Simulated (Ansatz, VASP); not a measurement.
# Ga7As7H18 (GaAs wire along [111], 14 atoms a period, H-terminated) in two plane-wave programs

Aim: how closely do two programs agree when they are given the same cell, functional and k mesh? The structure shown is the start of the Ansatz relaxation below; VASP solves that cell, so the two are compared at the walk's first step.

Method: plane waves, with VASP 6.6.1 beside it; single point at PBE, in Ansatz 0.2.0.

### 1. Starting point

The cell holds 32 atoms: 7 Ga, 7 As and 18 H. Its edges and angles: a = 13.446 Å, b = 14.446 Å, c = 9.959 Å, α = 90.0°, β = 90.0°, γ = 90.0°. Vacuum lies along a and b. The structure's axis is c.

### 2. Ansatz: relaxation, PBE

Ansatz runs on its PAW soft_1 files.

The two programs are compared at the cell with which this relaxation starts, whose forces are those of its first step.

File input.yaml:

```yaml
crystal:
  lattice:
    - [13.446, 0.0, 0.0]
    - [0.0, 14.446, 0.0]
    - [0.0, 0.0, 9.9592921435]
  atoms:
    - { symbol: Ga, position: [0.348807422, 0.41972533, 0.0] }
    - { symbol: Ga, position: [0.499999747, 0.663470416, 0.0] }
    - { symbol: As, position: [0.348807422, 0.41972533, 0.25] }
    - { symbol: As, position: [0.499999747, 0.663470416, 0.25] }
    - { symbol: As, position: [0.651192071, 0.41972533, 0.25] }
    - { symbol: H, position: [0.252863305, 0.633780904, 0.280451396] }
    - { symbol: H, position: [0.499999747, 0.235359269, 0.280451396] }
    - { symbol: H, position: [0.747136188, 0.633780904, 0.280451396] }
    - { symbol: H, position: [0.254685029, 0.369145446, 0.30187785] }
    - { symbol: H, position: [0.499999747, 0.764630184, 0.30187785] }
    - { symbol: H, position: [0.745314465, 0.369145446, 0.30187785] }
    - { symbol: Ga, position: [0.348807422, 0.582222054, 0.333333333] }
    - { symbol: Ga, position: [0.499999747, 0.338476968, 0.333333333] }
    - { symbol: Ga, position: [0.651192071, 0.582222054, 0.333333333] }
    - { symbol: As, position: [0.348807422, 0.582222054, 0.583333333] }
    - { symbol: As, position: [0.499999747, 0.338476968, 0.583333333] }
    - { symbol: As, position: [0.651192071, 0.582222054, 0.583333333] }
    - { symbol: H, position: [0.254685029, 0.53164217, 0.635211184] }
    - { symbol: H, position: [0.348807422, 0.683381822, 0.635211184] }
    - { symbol: H, position: [0.405877353, 0.287897084, 0.635211184] }
    - { symbol: H, position: [0.59412214, 0.287897084, 0.635211184] }
    - { symbol: H, position: [0.651192071, 0.683381822, 0.635211184] }
    - { symbol: H, position: [0.745314465, 0.53164217, 0.635211184] }
    - { symbol: Ga, position: [0.499999747, 0.500973692, 0.666666667] }
    - { symbol: As, position: [0.499999747, 0.500973692, 0.916666667] }
    - { symbol: H, position: [0.252863305, 0.47128418, 0.947118062] }
    - { symbol: H, position: [0.348807422, 0.316607631, 0.947118062] }
    - { symbol: H, position: [0.40405563, 0.715029265, 0.947118062] }
    - { symbol: H, position: [0.595943864, 0.715029265, 0.947118062] }
    - { symbol: H, position: [0.651192071, 0.316607631, 0.947118062] }
    - { symbol: H, position: [0.747136188, 0.47128418, 0.947118062] }
    - { symbol: Ga, position: [0.651192071, 0.41972533, 0.0] }
kpoints:
  mp_grid: { grid: [1, 1, 9] }
scf:
  occupations: { method: fermi_dirac, width: 0.05 }
hamiltonian:
  xc: pbe
  pseudopotentials: { kind: paw, azcp: { folder: soft_1 } }
relax:
  cell: { fix: [a, b, alpha, beta, gamma] }
  max_steps: 45
  f_tol: 0.03
```

Launch:

```
ansatz run input.yaml --threads 4 --pin off --max-ram 16384MiB --backend cpu --events-out ev --progress --plain --runs-dir out
```

Numbers of over 12 decimals in the logs are rounded to 6 here.

Output:

```text
Engine: ansatz 0.2.0, aarch64-unknown-linux-gnu
Pseudopotentials: kind: paw
Pseudopotential: Ga, paw, valence charge 13, recommended cutoff 420 eV (normal), soft_1/Ga.paw.azcp
Pseudopotential: As, paw, valence charge 15, recommended cutoff 420 eV (normal), soft_1/As.paw.azcp
Pseudopotential: H, paw, valence charge 1, recommended cutoff 420 eV (normal), soft_1/H.paw.azcp
Functional definition: PBE
  parameter kappa = 0.804
  parameter beta = 0.066725
  exchange = pbe_x(kappa = kappa, mu = beta*pi^2/3)
  correlation = pbe_c(beta = beta)
Crystal: 32 atoms, lattice volume = 1934.502 Å³
Basis set: ecut = 420 eV, 37761 PW (Γ), exchange–correlation on 180×200×144 points (8 copies of the dense FFT grid, shifted against one another)
Bands: 139, of which v1, the nominal top of the filled ones, is band 107 counted from 1 (106 counted from 0)
Symmetry: 2 space group operations
Space group: Pm (ITA 6), of the structure as read, at distance tolerance 1.2e-4 Å
k-points: 5 of 9 (time reversal used)
Non-local potential: Ga, projectors of the file, l = 0: 2, l = 1: 2, l = 2: 3, l = 3: 1
Non-local potential: As, projectors of the file, l = 0: 2, l = 1: 2, l = 2: 3, l = 3: 1
Non-local potential: H, projectors of the file, l = 0: 2, l = 1: 1
PAW form: soft (Blöchl's): semilocal exchange-correlation on the pseudo side does not see the compensation charge
PAW one-centre angular grid: Ga, 590 points (default); XC on 64 Gauss nodes
PAW one-centre angular grid: As, 590 points (default); XC on 64 Gauss nodes
PAW one-centre angular grid: H, 110 points (default); XC on 64 Gauss nodes
Initial density: superposition of atomic densities (neutral atoms: chi_scale 0, normalization atom)
Initial wavefunctions: pseudopotential atomic-orbital guess
Functional: x = pbe(κ = 0.804, μ = 0.219515), c = pbe(β = 0.066725)
SCF iter   1: F=—  HF=-60763.307426 eV  |F-HF|=—  |Δ(HF+E_count)|=         —  Δρ=3.05e-2  dr2=1.83e1  ethr=3.10e-3  ⟨swp⟩=6.6  Hψ=3015  notcnv=0  defer=26
preconditioner: auto → Resta (q_TF=auto, 1.890 Å⁻¹)  ε∞=1.5  [insulator: Δε(μ)=3.349 eV  Ē_g=13.827 eV  σ=0.050 eV  W_gap=1.00  n_scr=212 (ndim 8)  ℏωp=10.1 eV  f_vac=0.658  D(μ)=0.00/eV (n_scr^D=0)  ε∞_Penn≈1.5  vacuum switching on, ρ_ref=1.4e-2 e/Å³]
SCF iter   2: F=—  HF=-60758.155311 eV  |F-HF|=—  |Δ(HF+E_count)|=    5.15e0  Δρ=1.28e-2  dr2=3.08e0  ethr=3.10e-3  ⟨swp⟩=3.0  Hψ=1168  notcnv=0  defer=131
SCF iter   3: F=—  HF=-60757.509815 eV  |F-HF|=—  |Δ(HF+E_count)|=   6.45e-1  Δρ=3.66e-3  dr2=6.27e-1  ethr=1.44e-3  ⟨swp⟩=3.4  Hψ=1236  notcnv=0  defer=123
SCF iter   4: F=—  HF=-60757.327868 eV  |F-HF|=—  |Δ(HF+E_count)|=   1.82e-1  Δρ=1.30e-3  dr2=2.26e-2  ethr=2.93e-4  ⟨swp⟩=4.0  Hψ=1035  notcnv=0  defer=123
SCF iter   5: F=—  HF=-60757.330852 eV  |F-HF|=—  |Δ(HF+E_count)|=   2.98e-3  Δρ=3.80e-4  dr2=2.27e-3  ethr=1.06e-5  ⟨swp⟩=3.0  Hψ=1222  notcnv=0  defer=115
SCF iter   6: F=—  HF=-60757.330543 eV  |F-HF|=—  |Δ(HF+E_count)|=   3.09e-4  Δρ=1.26e-4  dr2=2.46e-4  ethr=1.06e-6  ⟨swp⟩=2.0  Hψ=940  notcnv=0  defer=115
SCF iter   7: F=—  HF=-60757.330694 eV  |F-HF|=—  |Δ(HF+E_count)|=   1.51e-4  Δρ=4.25e-5  dr2=3.11e-5  ethr=1.15e-7  ⟨swp⟩=2.0  Hψ=840  notcnv=0  defer=115
SCF iter   8: F=—  HF=-60757.330571 eV  |F-HF|=—  |Δ(HF+E_count)|=   1.24e-4  Δρ=1.29e-5  dr2=3.15e-6  ethr=1.46e-8  ⟨swp⟩=2.0  Hψ=988  notcnv=0  defer=115
SCF iter   9: F=—  HF=-60757.330573 eV  |F-HF|=—  |Δ(HF+E_count)|=   2.07e-6  Δρ=4.22e-6  dr2=3.41e-7  ethr=1.47e-9  ⟨swp⟩=2.0  Hψ=915  notcnv=0  defer=115
SCF iter  10: F=-60757.330573 eV  HF=-60757.330573 eV  |F-HF|=4.32e-9  |Δ(HF+E_count)|=   4.68e-7  Δρ=1.34e-6  dr2=4.33e-8  ethr=4.67e-11  ⟨swp⟩=4.0  Hψ=2309  notcnv=0
SCF 1 converged in 10 iterations: F = -60757.330573 eV  dr2 = 4.33e-8
  greatest PAW one-centre occupation: 0.999 electrons in one spin orbital (limit 2), on the As atom at site 16 (counted from 0), in its partial waves of l = 2
relax step   1: F+E_penalty+E_count = -60757.33057322 eV  Δ(F+E_penalty+E_count) = +0.000e0 eV  max|allowed force component| = 1.566e0 eV/Å  Δτ_max = 0.0000 Å  P = -0.320 GPa  Ω = 1934.502 Å³  fix = [a, b, alpha, beta, gamma]  reactions: a -0.456, b -0.459 GPa; alpha -0.001 GPa/rad  (10 SCF iters, dr2 threshold 1.00e-7 eV, accepted)
[...]
relax step   6: F+E_penalty+E_count = -60758.68551917 eV  Δ(F+E_penalty+E_count) = -2.961e-3 eV  max|allowed force component| = 2.149e-2 eV/Å  Δτ_max = 0.0215 Å  P = +0.004 GPa  Ω = 1934.461 Å³  energy of the carried Pulay correction = +4.947e-6 eV  fix = [a, b, alpha, beta, gamma]  reactions: a +0.004, b +0.001 GPa; alpha -0.000 GPa/rad  (6 SCF iters, dr2 threshold 4.86e-7 eV, accepted)
[...]
relax step   7: F+E_penalty+E_count = -60758.68551374 eV  Δ(F+E_penalty+E_count) = +5.436e-6 eV  max|allowed force component| = 2.147e-2 eV/Å  Δτ_max = 0.0000 Å  P = +0.004 GPa  Ω = 1934.461 Å³  fix = [a, b, alpha, beta, gamma]  reactions: a +0.005, b +0.001 GPa; alpha -0.000 GPa/rad  stress off target by 7.34e-3 GPa on what of the cell is left free  SCF on the basis re-selected at this cell (its energy is not comparable with the rows above)  (5 SCF iters)
basis re-selected at this cell: Δ(F+E_penalty+E_count) = +5.436e-6 eV, ΔP = +0.000 GPa vs the last step (what re-selecting the basis moved, of the pressure what is left beyond the Pulay correction that the steps carried, after the strain that the cell walked since its last selection, with what the two solves' SCF thresholds leave and, on support functions, any second-order correction that the steps lacked; it is no m [...]
SCF converged after 5 iterations
Free energy (F): -60758.685514 eV
Harris-Foulkes:  -60758.685514 eV  (|F-HF|=7.28e-12)
Internal energy: -60758.685514 eV  (E = F + TS)
E sigma→0 (E₀):  -60758.685514 eV
Fermi energy:    -2.000905 eV
--- Per-component energies (eV) ---
  E_band       = -4398.979381
  E_kinetic    = 1690.502008
  E_local      = -91204.945063  (includes V_loc(G=0)·N_el)
  E_nonlocal   = -3390.824343
  E_hartree    = 46628.603230
  E_xc         = -1086.343667
  E_vxc        = -1100.793752  (∫ρ·V_xc dr)
  E_paw        = -28045.888443  (= ΣΔE_a)
  E_vpaw       = -3650.105411  (= ΣTr[D̂ρ^β])
  E_aug_tail   = -0.018281  (compensation charges beyond the density's cutoff)
  E_ewald      = 14650.229046
  E_smearing   = -0.000000  (= −TS)
  E_closure    = -0.000000  (closes the sum)
  Σ components = -60758.685514   (vs F -60758.685514, Δ=0.00e0)
--- Forces (eV/Å), atoms counted from 1 ---
  atom   1  Ga    -0.00812885    -0.00422109     0.00580422
  atom   2  Ga     0.00000000     0.00932991     0.00590159
  atom   3  As     0.00280623     0.00150995     0.00450456
  atom   4  As     0.00000000    -0.00298250     0.00462783
  atom   5  As    -0.00280623     0.00150995     0.00450456
  atom   6  H     -0.00083757     0.00046604     0.00670296
  atom   7  H      0.00000000    -0.00107203     0.00675415
  atom   8  H      0.00083757     0.00046604     0.00670296
  atom   9  H     -0.00121298    -0.00088944    -0.00532138
  atom  10  H      0.00000000     0.00159751    -0.00540802
  atom  11  H      0.00121298    -0.00088944    -0.00532138
  atom  12  Ga     0.01243489    -0.00704142    -0.00231292
  atom  13  Ga     0.00000000     0.01450309    -0.00209907
  atom  14  Ga    -0.01243489    -0.00704142    -0.00231292
  atom  15  As     0.00594749    -0.00350572     0.00049670
  atom  16  As     0.00000000     0.00709807     0.00022096
  atom  17  As    -0.00594749    -0.00350572     0.00049670
  atom  18  H     -0.00477876     0.00155668     0.00109795
  atom  19  H     -0.00373036     0.00341088     0.00104634
  atom  20  H     -0.00112986    -0.00495820     0.00114955
  atom  21  H      0.00112986    -0.00495820     0.00114955
  atom  22  H      0.00373036     0.00341088     0.00104634
  atom  23  H      0.00477876     0.00155668     0.00109795
  atom  24  Ga     0.00000000    -0.00008481    -0.02147478
  atom  25  As     0.00000000    -0.00014509     0.00760470
  atom  26  H      0.00075154     0.00052105    -0.00381324
  atom  27  H      0.00107635     0.00012404    -0.00365244
  atom  28  H     -0.00020476    -0.00109419    -0.00376545
  atom  29  H      0.00020476    -0.00109419    -0.00376545
  atom  30  H     -0.00107635     0.00012404    -0.00365244
  atom  31  H     -0.00075154     0.00052105    -0.00381324
  atom  32  Ga     0.00812885    -0.00422109     0.00580422
  max |Σ_I F_I| component: 1.32e-6 eV/Å
--- Stress (GPa, compression-positive) ---
        0.004663       0.000000       0.000000
        0.000000       0.000612       0.000309
        0.000000       0.000309       0.007336
  P = ⅓ Tr σ = 0.0042 GPa (0.042 kbar)
--- Relaxed structure (6 steps of the walk, 6 accepted, 1 SCFs on fresh bases) ---
  F+E_penalty+E_count = -60758.68551374 eV   max|allowed force component| = 2.147e-2 eV/Å   (the final SCF, on the basis selected at the relaxed cell)
  cell:  # Å, volume = 1934.4610 Å³
    - [13.446, 0.0, 0.0]
    - [0.0, 14.446, 0]
    - [0.0, 0, 9.959081]
  atoms:
    - { symbol: Ga, position: [0.341573, 0.415777, -0.012049] }
    - { symbol: Ga, position: [0.500000, 0.671276, -0.012057] }
    - { symbol: As, position: [0.355798, 0.423493, 0.242322] }
    - { symbol: As, position: [0.500000, 0.655998, 0.242303] }
    - { symbol: As, position: [0.644202, 0.423493, 0.242322] }
    - { symbol: H, position: [0.246324, 0.637260, 0.288646] }
    - { symbol: H, position: [0.500000, 0.228356, 0.288667] }
    - { symbol: H, position: [0.753676, 0.637260, 0.288646] }
    - { symbol: H, position: [0.266263, 0.375389, 0.305163] }
    - { symbol: H, position: [0.500000, 0.752226, 0.305115] }
    - { symbol: H, position: [0.733737, 0.375389, 0.305163] }
    - { symbol: Ga, position: [0.344484, 0.584587, 0.322676] }
    - { symbol: Ga, position: [0.500000, 0.333836, 0.322708] }
    - { symbol: Ga, position: [0.655516, 0.584587, 0.322676] }
    - { symbol: As, position: [0.358935, 0.576820, 0.576841] }
    - { symbol: As, position: [0.500000, 0.349378, 0.576855] }
    - { symbol: As, position: [0.641065, 0.576820, 0.576841] }
    - { symbol: H, position: [0.264646, 0.536839, 0.637675] }
    - { symbol: H, position: [0.348989, 0.672817, 0.637661] }
    - { symbol: H, position: [0.415656, 0.293355, 0.637673] }
    - { symbol: H, position: [0.584344, 0.293355, 0.637673] }
    - { symbol: H, position: [0.651011, 0.672817, 0.637661] }
    - { symbol: H, position: [0.735354, 0.536839, 0.637675] }
    - { symbol: Ga, position: [0.500000, 0.501014, 0.699274] }
    - { symbol: As, position: [0.500000, 0.500956, 0.940142] }
    - { symbol: H, position: [0.250134, 0.476928, 0.947977] }
    - { symbol: H, position: [0.352839, 0.311469, 0.948087] }
    - { symbol: H, position: [0.397337, 0.714326, 0.947972] }
    - { symbol: H, position: [0.602663, 0.714326, 0.947972] }
    - { symbol: H, position: [0.647161, 0.311469, 0.948087] }
    - { symbol: H, position: [0.749866, 0.476928, 0.947977] }
    - { symbol: Ga, position: [0.658427, 0.415777, -0.012049] }
```

(Continued in part 2 of 2.)

[Lines on the potential files, build, host, timing and source positions are cut from VASP's logs without a mark.]

[Logs are printed without paths, hosts, clocks, repeated set-up lines and the standing remarks that a program may print on its own settings, such as how far it seeks lower states.]

[Hosts, paths, dates, database ids (printed as entryN), source tags and the programs' standing remarks are cut or masked in the printed files.]
